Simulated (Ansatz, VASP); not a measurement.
# Ge in VASP and in Ansatz

```
Ge
1.0
     5.76120    0.00000    0.00000
     0.00000    5.76120    0.00000
     0.00000    0.00000    5.76120
Ge
8
Cartesian
  0.0000 0.0000 0.0000
  0.0000 2.8806 2.8806
  2.8806 0.0000 2.8806
  2.8806 2.8806 0.0000
  1.4403 1.4403 1.4403
  1.4403 4.3209 4.3209
  4.3209 1.4403 4.3209
  4.3209 4.3209 1.4403
```

Alike in both runs: task relaxation of cell and atoms; functional PBE; k mesh 4 × 4 × 4; occupations gaussian, width 0.05 eV; no spin polarisation.

|  | VASP | Ansatz |
| --- | --- | --- |
| version | VASP 6.6.1 | Ansatz 0.2.0 |
| potentials or method | VASP PAW PBE potentials, release 64 (Ge_d) | scalar-relativistic, plane waves, PAW |
| plane-wave cutoff (eV) | 600 | 420 |
| valence electrons in the cell | 112 | 112 |

Ansatz gave:

```
gap on the k mesh at the Fermi level, each at its own relaxed structure (eV) : none
relaxed volume (Å³/atom)                                                     : 23.94
relaxed cell length with the largest relative difference (Å)                 : 5.764
```

What did VASP give for the same quantities?

gap on the k mesh at the Fermi level, each at its own relaxed structure (eV): none; relaxed volume (Å³/atom): 23.95; relaxed cell length with the largest relative difference (Å): 5.765.

A gap of «none» marks a metal or a gap that the smearing closes.
